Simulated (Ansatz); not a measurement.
**A computed series for LaAlO3: pressure series**

Base system: LaAlO3 in the cubic perovskite structure (space group Pm-3m, No. 221; a = 3.8124 Å).

Cell and atoms are relaxed at each pressure.

Calculations: Kohn–Sham DFT with the PBE functional, run in Ansatz (a quantum-chemistry and plane-wave program) with PAW and 420 eV plane waves, spin-orbit coupling left out.

```csv
pressure (GPa),volume per atom (Å³/atom)
-2,11.201
-1,11.141
0,11.082
1.8,10.981
4.2,?
18,10.238
30,9.820
45,9.395
60,9.044
```

Problem. Fit the third-order Birch–Murnaghan form P(V) = (3B₀/2)[(V₀/V)^(7/3) − (V₀/V)^(5/3)]·[1 + (3/4)(B₀′ − 4)((V₀/V)^(2/3) − 1)] (squares taken in P) to the rows shown and predict the withheld row.

Solution. Least squares on the printed values gives V₀ = 11.082 Å³/atom, B₀ = 192 GPa, B₀′ = 4.2; this predicts 10.853 Å³/atom, and the run gives 10.853 Å³/atom, in agreement.

Load acts through the strain it causes; cell and atoms are relaxed under it. Stability against distortions was not tested. No other phases were tried under pressure. Many cubic perovskites are stable only at high temperature; tilts and polar distortions were not tested.
